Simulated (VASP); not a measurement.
# Li (Im-3m) in VASP: a series of runs, part 2 of 2

VASP 6.6.1. Earlier steps stand in the parts before.

**4. Single point, PBEsol**

This run uses another cell than the first one, of 21.17 Å³/atom, 1.044 times its volume.

INCAR

```
PREC = Accurate
ENCUT = 520
EDIFF = 1E-6
ISMEAR = 0
SIGMA = 0.05
LREAL = F
LASPH = T
NELM = 100
ALGO = Normal
ISIF = 2
LWAVE = F
LCHARG = F
GGA = PS
NBANDS = 8
```

KPOINTS

```
regular mesh
0
Gamma
  16 16 16
```

POSCAR

```
Li
1.0
   -1.7426245571      1.7426245571      1.7426245571
    1.7426245571     -1.7426245571      1.7426245571
    1.7426245571      1.7426245571     -1.7426245571
Li
1
Direct
    0.0000000000      0.0000000000      0.0000000000
```

Potentials or basis: VASP PAW PBE potentials, release 64 (Li_sv).

The run is started by

```console
cat potpaw_PBE.64/Li_sv/POTCAR > POTCAR
mpirun -np 1 vasp_std > vasp.out
```

OUTCAR:

```text
PREC = Accurate
   ENCUT = 520
   EDIFF = 1E-6
   ISMEAR = 0
   LREAL = F
   LASPH = T
   NELM = 100
   ISIF = 2
   GGA = PS

 ion  position               nearest neighbor table
   1  0.000  0.000  0.000-

  LATTYP: Found a body centered cubic cell.
 ALAT       =     3.4852491142

  Lattice vectors:

 A1 = (  -1.7426245571,   1.7426245571,   1.7426245571)
 A2 = (   1.7426245571,  -1.7426245571,   1.7426245571)
 A3 = (   1.7426245571,   1.7426245571,  -1.7426245571)

Analysis of symmetry for initial positions (statically):
=====================================================================
 Subroutine PRICEL returns:
 Original cell was already a primitive cell.

 Routine SETGRP: Setting up the symmetry group for a
 body centered cubic supercell.

 Subroutine GETGRP returns: Found 48 space group operations
 (whereof 48 operations were pure point group operations)
 out of a pool of 48 trial point group operations.

The static configuration has the point symmetry O_h .

Analysis of symmetry for dynamics (positions and initial velocities):
[... 160 lines left out ...]
 val. band max:        0.4786485360   @ k =   0.2500   0.2500   0.0000
 cond. band min:       0.5140849996   @ k =   0.3125   0.1875   0.0000
 fundamental gap:      0.0354364636
 Fermi energy:         0.5028313776

 k-point     1 :       0.0000    0.0000    0.0000
  band No.  band energies     occupation
      1     -45.4781      2.00000
      2      -2.9883      2.00000
      3      14.6996      0.00000
      4      14.6996      0.00000
      5      14.6996      0.00000
      6      19.3316      0.00000
      7      19.3316      0.00000
      8      19.3316      0.00000
[... 243 lines left out ...]
 k-point    24 :       0.2500    0.1875   -0.0000
  band No.  band energies     occupation
      1     -45.4630      2.00000
      2      -0.3056      2.00000
      3       6.3396      0.00000
      4       8.4545      0.00000
      5      11.3673      0.00000
      6      17.0660      0.00000
      7      17.8477      0.00000
      8      21.2184      0.00000

 [... further k-points ...]

------------------------ aborting loop because EDIFF is reached ----------------------------------------

  FORCE on cell =-STRESS in cart. coord.  units (eV):
  Direction    XX          YY          ZZ          XY          YZ          ZX
  --------------------------------------------------------------------------------------
  -------------------------------------------------------------------------------------
  Total       -0.0854556     -0.0854556     -0.0854556      0.0000000      0.0000000      0.0000000
  in kB       -6.4681464     -6.4681464     -6.4681464      0.0000000      0.0000000      0.0000000
  external PRESSURE =      -6.4681464 kB  Pullay stress =       0.0000000 kB

 VOLUME and BASIS-vectors are now :
 -----------------------------------------------------------------------------
  energy-cutoff  :      520.00
  volume of cell :       21.17
      direct lattice vectors                 reciprocal lattice vectors
    -1.742624557  1.742624557  1.742624557     0.000000000  0.286923536  0.286923536
     1.742624557 -1.742624557  1.742624557     0.286923536  0.000000000  0.286923536
     1.742624557  1.742624557 -1.742624557     0.286923536  0.286923536  0.000000000

 POSITION                                       TOTAL-FORCE (eV/Angst)
 -----------------------------------------------------------------------------------
      0.00000      0.00000      0.00000         0.000000      0.000000     -0.000000
 -----------------------------------------------------------------------------------
    total drift:                                0.000000      0.000000     -0.000000

  FREE ENERGIE OF THE ION-ELECTRON SYSTEM (eV)
  ---------------------------------------------------
  free  energy   TOTEN  =        -1.9645570883 eV

  energy  without entropy=       -1.9636273026  energy(sigma->0) =       -1.96409220
```

OSZICAR:

```text
N       E                     dE             d eps       ncg     rms          rms(c)
DAV:   1    -0.215753386011E+00   -0.21575E+00   -0.70678E+02  2344   0.260E+02
DAV:   2    -0.194518783387E+01   -0.17294E+01   -0.16808E+01  3360   0.340E+01
DAV:   3    -0.196677088184E+01   -0.21583E-01   -0.21582E-01  2688   0.325E+00
DAV:   4    -0.196707631598E+01   -0.30543E-03   -0.30543E-03  3384   0.313E-01
DAV:   5    -0.196707738771E+01   -0.10717E-05   -0.10717E-05  2840   0.148E-02    0.368E-01
DAV:   6    -0.196531244135E+01    0.17649E-02   -0.59911E-04  3328   0.106E-01    0.205E-01
DAV:   7    -0.196454553744E+01    0.76690E-03   -0.13740E-03  3184   0.175E-01    0.275E-02
DAV:   8    -0.196455904596E+01   -0.13509E-04   -0.16029E-04  2656   0.653E-02    0.323E-03
DAV:   9    -0.196455761160E+01    0.14344E-05   -0.14404E-06  3056   0.890E-03    0.712E-04
DAV:  10    -0.196455708829E+01    0.52330E-06   -0.60842E-08  1552   0.166E-03
   1 F= -.19645571E+01 E0= -.19640922E+01  d E =-.929786E-03
```

stdout:

```text
POSCAR found type information on POSCAR Li
 POSCAR found :  1 types and       1 ions
 scaLAPACK will be used
 -----------------------------------------------------------------------------
|                                                                             |
|                                                                             |
|     You enforced a specific xc type in the INCAR file but a different       |
|     I HOPE YOU KNOW WHAT YOU ARE DOING!                                     |
|                                                                             |
 -----------------------------------------------------------------------------

 LDA part: xc-table for (Slater+PW92), standard interpolation
 POSCAR, INCAR and KPOINTS ok, starting setup
 FFT: planning ... GRIDC
 FFT: planning ... GRID_SOFT
 FFT: planning ... GRID
 WAVECAR not read
 entering main loop
```

Run time: 8.1 s. Hardware: 1 thread of Intel Xeon Platinum 8488C (Sapphire Rapids), shared host; peak memory 0.13 GiB.

What came out:

```yaml
Free_energy: -1.9646 eV
Band_gap_on_the_k_mesh: none (metal or under the smearing width)
```

Caveat: the cutoff is under 1.25 times the usual one of these potentials, so pressure, stress and relaxed cells hold a basis-set (Pulay) error; the PAW data sets were made with another functional, which shifts forces and pressure a little.

**5. Overview**

| cell | gap on the mesh (eV) |
| --- | --- |
| Im-3m, 20.27 Å³/atom | none |
| Im-3m, 21.25 Å³/atom | none |
| Im-3m, 21.17 Å³/atom | none |

Alike in all rows: task single point; level PBEsol; potentials or basis VASP PAW PBE potentials, release 64 (Li_sv); no spin polarisation; k mesh 16 × 16 × 16; cutoff (eV) 520; smearing gaussian 0.05 eV.

Every run on the cell as given and a fine mesh finds a metal.

Caveats: the cutoff is under 1.25 times the usual one of these potentials, so pressure, stress and relaxed cells hold a basis-set (Pulay) error; the PAW data sets were made with another functional, which shifts forces and pressure a little.

Total energies depend on the potentials used, so only differences within one code and one set of settings carry meaning.
